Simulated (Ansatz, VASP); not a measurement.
## PbS: VASP beside Ansatz

```
CELL_PARAMETERS angstrom
3.70174 0.00000 0.00000
0.00000 3.70174 0.00000
0.00000 0.00000 3.70174
ATOMIC_POSITIONS crystal
Pb 0.00000 0.00000 0.00000
S 0.50000 0.50000 0.50000
```

Change from the starting cell: volume scaled by 1.04.

Alike in both runs: task single point; functional PBE; k mesh 7 × 7 × 7; occupations fermi-dirac, width 0.05 eV; no spin polarisation.

|  | VASP | Ansatz |
| --- | --- | --- |
| version | VASP 6.6.1 | Ansatz 0.2.0 |
| potentials or method | VASP PAW PBE potentials, release 64 (Pb_d, S) | Ansatz PAW |
| plane-wave cutoff (eV) | 520 | 420 |
| valence electrons in the cell | 20 | 20 |

|  | VASP | Ansatz | Ansatz less VASP |
| --- | --- | --- | --- |
| gap on the k mesh at the Fermi level (eV) | 0.21 | 0.20 | -0.001 |
| least direct gap on the mesh (eV) | 1.31 | 1.31 | +0.003 |
| pressure (GPa) | -2.0 | -2.0 | +0.07 |

Caveats: spin-orbit coupling is left out, which as a rule narrows the gap of such compounds by several tenths of an eV (VASP); an odd mesh through Γ misses points on the zone boundary, where band edges often lie (VASP).
